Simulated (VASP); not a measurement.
# P (P4/mmm) in VASP: notebook, part 2 of 2

VASP 6.6.1. Earlier steps stand in the parts before.

## Step 3: Single point, PBEsol (strain -0.050 along x and y, -0.025 along z, atoms carried along)

Contents of INCAR:

```
SYSTEM = P
PREC = Accurate ; ENCUT = 520
EDIFF = 1E-7 ; ISMEAR = 0
SIGMA = 0.15 ; LREAL = .FALSE.
LASPH = .TRUE. ; NELM = 100
ALGO = Fast ; ISIF = 2
LWAVE = .FALSE. ; LCHARG = .TRUE.
GGA = PS ; LELF = .TRUE.
LVHAR = .TRUE. ; NBANDS = 8
```

Contents of KPOINTS:

```
regular mesh
0
G
  12 12 12
  0 0 0
```

Contents of POSCAR:

```
P
1.0
    4.0592596145      0.0000000000      0.0000000000
    0.0000000000      4.0592596145      0.0000000000
    0.0000000000      0.0000000000      4.2685500000
P
1
Direct
    0.0000000000      0.0000000000      0.0000000000
```

Potentials or basis: VASP PAW PBE potentials, release 64 (P).

Started as:

```console
> cat potpaw_PBE.64/P/POTCAR > POTCAR
> mpirun -np 1 vasp_std > vasp.out
```

OUTCAR:

```text
SYSTEM = P
   PREC = Accurate
   ENCUT = 520
   EDIFF = 1E-7
   ISMEAR = 0
   LREAL = .FALSE.
   LASPH = .TRUE.
   NELM = 100
   ISIF = 2
   GGA = PS

 ion  position               nearest neighbor table
   1  0.000  0.000  0.000-

  LATTYP: Found a simple tetragonal cell.
 ALAT       =     4.0592596145
 C/A-ratio  =     1.0515587583

  Lattice vectors:

 A1 = (   4.0592596145,   0.0000000000,   0.0000000000)
 A2 = (   0.0000000000,   4.0592596145,   0.0000000000)
 A3 = (   0.0000000000,   0.0000000000,   4.2685500000)

Analysis of symmetry for initial positions (statically):
=====================================================================
 Subroutine PRICEL returns:
 Original cell was already a primitive cell.

 Routine SETGRP: Setting up the symmetry group for a
 simple tetragonal supercell.

 Subroutine GETGRP returns: Found 16 space group operations
 (whereof 16 operations were pure point group operations)
 out of a pool of 16 trial point group operations.

The static configuration has the point symmetry D_4h.

Analysis of symmetry for dynamics (positions and initial velocities):
=====================================================================
 Subroutine PRICEL returns:
 Original cell was already a primitive cell.

 Routine SETGRP: Setting up the symmetry group for a
 simple tetragonal supercell.

 Subroutine GETGRP returns: Found 16 space group operations
 (whereof 16 operations were pure point group operations)
 out of a pool of 16 trial point group operations.

The dynamic configuration has the point symmetry D_4h.

 Subroutine INISYM returns: Found 16 space group operations
 (whereof 16 operations are pure point group operations),
 and found     1 'primitive' translations

----------------------------------------------------------------------------------------

                                     Primitive cell

  volume of cell :      70.3354

  direct lattice vectors                    reciprocal lattice vectors
     4.059259615  0.000000000  0.000000000     0.246350343  0.000000000  0.000000000
     0.000000000  4.059259615  0.000000000     0.000000000  0.246350343  0.000000000
     0.000000000  0.000000000  4.268550000     0.000000000  0.000000000  0.234271591

  length of vectors
     4.059259615  4.059259615  4.268550000     0.246350343  0.246350343  0.234271591

  position of ions in fractional coordinates (direct lattice)
     0.000000000  0.000000000  0.000000000

  ion indices of the primitive-cell ions
   primitive index   ion index
                 1           1

----------------------------------------------------------------------------------------

 KPOINTS: regular mesh

Automatic generation of k-mesh.
 Grid dimensions read from file:
 generate k-points for:   12   12   12

 Generating k-lattice:

  Cartesian coordinates                     Fractional coordinates (reciprocal lattice)
     0.020529195  0.000000000  0.000000000     0.083333333  0.000000000  0.000000000
     0.000000000  0.020529195  0.000000000     0.000000000  0.083333333  0.000000000
     0.000000000  0.000000000  0.019522633     0.000000000  0.000000000  0.083333333

  Length of vectors
     0.020529195  0.020529195  0.019522633

  Shift w.r.t. Gamma in fractional coordinates (k-lattice)
     0.000000000  0.000000000  0.000000000

 Subroutine IBZKPT returns following result:
 ===========================================

 Found    196 irreducible k-points:

 Following reciprocal coordinates:
            Coordinates               Weight
  0.000000  0.000000  0.000000      1.000000
  0.083333  0.000000  0.000000      4.000000
  0.166667  0.000000  0.000000      4.000000
  0.250000  0.000000  0.000000      4.000000
  0.333333  0.000000  0.000000      4.000000
  0.416667  0.000000  0.000000      4.000000
[... 16 lines left out ...]
  0.333333  0.333333  0.000000      4.000000
  0.416667  0.333333  0.000000      8.000000
 [... further k-points ...]
   k-points           NKPTS =    196   k-points in BZ     NKDIM =    196   number of bands    NBANDS=      8
   number of dos      NEDOS =    301   number of ions     NIONS =      1
   total plane-waves  NPLWV =  28800
   dimension x,y,z NGX =    30 NGY =   30 NGZ =   32
   dimension x,y,z NGXF=    60 NGYF=   60 NGZF=   64
   ions per type =               1
   NGX,Y,Z   is equivalent  to a cutoff of  12.29, 12.29, 12.46 a.u.
   NGXF,Y,Z  is equivalent  to a cutoff of  24.57, 24.57, 24.93 a.u.
 SYSTEM =  P
   PREC   = accura    normal or accurate (medium, high low for compatibility)
   ISTART =      0    job   : 0-new  1-cont  2-samecut
   ICHARG =      2    charge: 1-file 2-atom 10-const
   ISPIN  =      1    spin polarized calculation?
   LNONCOLLINEAR =      F non collinear calculations
   LSORBIT =      F    spin-orbit coupling
   LASPH  =      T    aspherical Exc in radial PAW
   ENCUT  =  520.0 eV  38.22 Ry    6.18 a.u.   7.55  7.55  7.94*2*pi/ulx,y,z
   NELM   =    100;   NELMIN=  2; NELMDL= -5     # of ELM steps
   EDIFF  = 0.1E-06   stopping-criterion for ELM
   LREAL  =      F    real-space projection
   EDIFFG = 0.1E-05   stopping-criterion for IOM
   NSW    =      0    number of steps for IOM
   IBRION =     -1    ionic relax: 0-MD 1-quasi-New 2-CG
   NFREE  =      0    steps in history (QN), initial steepest desc. (CG)
   ISIF   =      2    stress and relaxation
   ISYM   =      2    0-nonsym 1-usesym 2-fastsym
   POTIM  = 0.5000    time-step for ionic-motion
   TEBEG  =    0.0;   TEEND  =   0.0 temperature during run
   PSTRESS=    0.0 pullay stress
   NELECT =       5.0000    total number of electrons
   NUPDOWN=      -1.0000    fix difference up-down
   EMIN   =  10.00;   EMAX   =-10.00  energy-range for DOS
   EFERMI =   0.00;   METHOD = LEGACY
   ISMEAR =     0;   SIGMA  =   0.15  broadening in eV -4-tet -1-fermi 0-gaus
   EFERMI_NEDOS =   21; number of points for ismear=-14 and -15
   IALGO  =     68    algorithm
   IMIX   =      4    mixing-type and parameters
     AMIX     =   0.40;   BMIX     =  1.00
     AMIX_MAG =   1.60;   BMIX_MAG =  1.00
  volume/ion in A,a.u.               =      70.34       474.65
  Fermi-wavevector in a.u.,A,eV,Ry     =   0.678172  1.281560  6.257563  0.459918
  Thomas-Fermi vector in A             =   1.755998
   LORBIT       =      0    0 simple, 1 ext, 2 COOP (PROOUT), +10 PAW based schemes
   GGA     = PS    functional components
   LHFCALC =     F    Hartree Fock is set to
   AEXX    =    0.0000 exact exchange contribution
   IVDW    =     0    specifies the selected vdW correction
   LEPSILON=     F    determine dielectric tensor
   LRPA    =     F    only Hartree local field effects (RPA)
 non-spin polarized calculation
 RMM-DIIS sequential band-by-band and
 Gauss-broadening in eV      SIGMA  =   0.15
  energy-cutoff  :      520.00
  volume of cell :       70.34
 maximum number of plane-waves:      1920
   NGX = 15   NGY = 15   NGZ = 15

 number of electron       4.9999998 magnetization

 Free energy of the ion-electron system (eV)
  ---------------------------------------------------
  ext. energy  EPLUGINS =         0.00000000
  ---------------------------------------------------
  free energy    TOTEN  =        -1.45967516 eV

  energy without entropy =       -1.42851312  energy(sigma->0) =       -1.44409414

 E-fermi :  -2.7288     XC(G=0):  -5.4590

 val. band max:       -2.7329997352   @ k =   0.2500   0.2500   0.3333
 cond. band min:      -2.7262069909   @ k =   0.4167   0.0833   0.2500
 fundamental gap:      0.0067927443
 Fermi energy:        -2.7288015643

 k-point     1 :       0.0000    0.0000    0.0000
  band No.  band energies     occupation
      1     -11.5639      2.00000
      2      -2.2513      0.00001
      3      -1.9808      0.00000
      4      -1.9808      0.00000
      5       2.0474      0.00000
      6       4.7234      0.00000
      7       4.9005      0.00000
      8       9.7670      0.00000
[... 243 lines left out ...]
 k-point    24 :       0.4167    0.3333    0.0000
  band No.  band energies     occupation
      1     -11.1439      2.00000
      2      -3.4111      2.00000
      3      -3.0763      1.99895
      4      -1.9083      0.00000
      5       3.5843      0.00000
      6       5.1568      0.00000
      7       7.3787      0.00000
      8       7.4783      0.00000

 [... further k-points ...]

------------------------ aborting loop because EDIFF is reached ----------------------------------------

  FORCE on cell =-STRESS in cart. coord.  units (eV):
  Direction    XX          YY          ZZ          XY          YZ          ZX
  --------------------------------------------------------------------------------------
  -------------------------------------------------------------------------------------
  Total       -2.3835426     -2.3835426     -1.9341505      0.0000000      0.0000000      0.0000000
  in kB      -54.2949535    -54.2949535    -44.0582065      0.0000000      0.0000000      0.0000000
  external PRESSURE =     -50.8827045 kB  Pullay stress =       0.0000000 kB

 VOLUME and BASIS-vectors are now :
 -----------------------------------------------------------------------------
  energy-cutoff  :      520.00
  volume of cell :       70.34
      direct lattice vectors                 reciprocal lattice vectors
     4.059259615  0.000000000  0.000000000     0.246350343  0.000000000  0.000000000
     0.000000000  4.059259615  0.000000000     0.000000000  0.246350343  0.000000000
     0.000000000  0.000000000  4.268550000     0.000000000  0.000000000  0.234271591

 POSITION                                       TOTAL-FORCE (eV/Angst)
 -----------------------------------------------------------------------------------
      0.00000      0.00000      0.00000         0.000000      0.000000      0.000000
 -----------------------------------------------------------------------------------
    total drift:                               -0.000000      0.000000      0.000000

  FREE ENERGIE OF THE ION-ELECTRON SYSTEM (eV)
  ---------------------------------------------------
  free  energy   TOTEN  =        -1.4596751568 eV

  energy  without entropy=       -1.4285131225  energy(sigma->0) =       -1.44409414
```

OSZICAR:

```text
N       E                     dE             d eps       ncg     rms          rms(c)
DAV:   1     0.752090700839E+01    0.75209E+01   -0.13251E+03  3136   0.363E+02
DAV:   2    -0.108020173996E+01   -0.86011E+01   -0.84675E+01  4264   0.462E+01
DAV:   3    -0.147973507316E+01   -0.39953E+00   -0.38555E+00  3848   0.104E+01
DAV:   4    -0.148294796787E+01   -0.32129E-02   -0.32096E-02  5416   0.108E+00
DAV:   5    -0.148295248317E+01   -0.45153E-05   -0.45153E-05  4136   0.299E-02    0.674E-01
RMM:   6    -0.146298443695E+01    0.19968E-01   -0.17844E-02  3157   0.632E-01    0.366E-01
RMM:   7    -0.145863311391E+01    0.43513E-02   -0.33337E-02  3591   0.876E-01    0.157E-01
RMM:   8    -0.145976517711E+01   -0.11321E-02   -0.14111E-03  3251   0.242E-01    0.498E-02
RMM:   9    -0.145964161372E+01    0.12356E-03   -0.77677E-04  3784   0.152E-01    0.205E-02
RMM:  10    -0.145966286990E+01   -0.21256E-04   -0.10040E-04  3760   0.720E-02    0.141E-02
RMM:  11    -0.145967495528E+01   -0.12085E-04   -0.34963E-05  3828   0.443E-02    0.682E-03
RMM:  12    -0.145967487276E+01    0.82523E-07   -0.92759E-06  4225   0.232E-02    0.162E-03
RMM:  13    -0.145967497991E+01   -0.10715E-06   -0.22209E-06  4068   0.103E-02    0.705E-04
RMM:  14    -0.145967511130E+01   -0.13139E-06   -0.61677E-07  3919   0.476E-03    0.419E-04
RMM:  15    -0.145967515685E+01   -0.45553E-07   -0.93800E-08  3308   0.199E-03
   1 F= -.14596752E+01 E0= -.14440941E+01  d E =-.311620E-01
```

It took 37 s on 1 thread of Intel Xeon 6975P-C (Granite Rapids), shared host; peak memory 0.23 GiB.

What came out:

```
Free energy            : -1.4597 eV
Pressure               : -5.1 GPa
Band gap on the k mesh : none (metal or under the smearing width)
```

Stress tensor (GPa, compression positive):
```
-5.43  0.00  0.00
 0.00 -5.43  0.00
 0.00  0.00 -4.41
```

Caveat: the PAW data sets were made with another functional, which shifts forces and pressure a little.

## Step 4: Single point, PBEsol (strain -0.025 along x and y, +0.050 along z, atoms carried along)

Contents of INCAR:

```
PREC = Accurate ; ENCUT = 520
EDIFF = 1E-6 ; ISMEAR = 0
SIGMA = 0.15 ; LREAL = False
LASPH = True ; NELM = 100
ALGO = Fast ; ISIF = 2
LWAVE = False ; LCHARG = True
GGA = PS ; LELF = True
LVHAR = True ; NBANDS = 8
```

Contents of KPOINTS:

```
Automatic mesh
0
Gamma
  12 12 12
```

Contents of POSCAR:

```
P
1.0
    4.1660822360      0.0000000000      0.0000000000
    0.0000000000      4.1660822360      0.0000000000
    0.0000000000      0.0000000000      4.5969000000
P
1
Direct
    0.0000000000      0.0000000000      0.0000000000
```

Started as:

```console
> cat potpaw_PBE.64/P/POTCAR > POTCAR
> mpirun -np 1 vasp_std > vasp.out
```

It took 29 s on 1 thread of Intel Xeon 6975P-C (Granite Rapids), shared host; peak memory 0.25 GiB.

The run converged. Its results:

```
Free energy            : -1.2185 eV
Pressure               : -3.9 GPa
Band gap on the k mesh : none (metal or under the smearing width)
```

Stress tensor (GPa, compression positive):
```
-4.47  0.00  0.00
 0.00 -4.47  0.00
 0.00  0.00 -2.74
```

Levels at points of the mesh, in eV from the Fermi level:
```tsv
k point	band 1	band 2	band 3	band 4	band 5	band 6	band 7	band 8
(0.00, 0.00, 0.00)	-8.75	0.25	0.67	0.67	4.63	7.34	7.64	11.93
(0.50, 0.00, 0.00)	-8.54	-0.90	0.45	0.84	6.56	7.62	8.25	9.00
(0.50, 0.50, 0.00)	-8.34	-0.56	-0.56	0.62	5.89	8.18	9.77	9.78
(0.00, 0.00, 0.50)	-8.65	-0.72	0.75	0.75	6.43	7.30	8.10	10.12
(0.50, 0.00, 0.50)	-8.45	-0.71	-0.36	0.91	5.84	8.15	9.47	9.80
(0.50, 0.50, 0.50)	-8.27	-0.41	-0.41	-0.08	6.69	7.08	7.08	9.26
```

Caveat: the PAW data sets were made with another functional, which shifts forces and pressure a little.

## Step 5: Summary

| cell | further INCAR settings | gap on the mesh (eV) | pressure (GPa) |
| --- | --- | --- | --- |
| strain -0.025 along x and y, +0.000 along z, atoms carried along | ALGO = Fast; EDIFF = 1e-06; NBANDS = 8 | none | -4.3 |
| strain -0.050 along x and y, -0.025 along z, atoms carried along | ALGO = Fast; EDIFF = 1e-07; NBANDS = 8 | none | -5.1 |
| strain -0.025 along x and y, +0.050 along z, atoms carried along | ALGO = Fast; EDIFF = 1e-06; NBANDS = 8 | none | -3.9 |

Alike in all rows: task single point; level PBEsol; potentials or basis VASP PAW PBE potentials, release 64 (P); no spin polarisation; k mesh 12 × 12 × 12; cutoff (eV) 520; smearing gaussian 0.15 eV.

Caveats: the PAW data sets were made with another functional, which shifts forces and pressure a little.

Absolute energies hang on the potentials; compare differences alone.
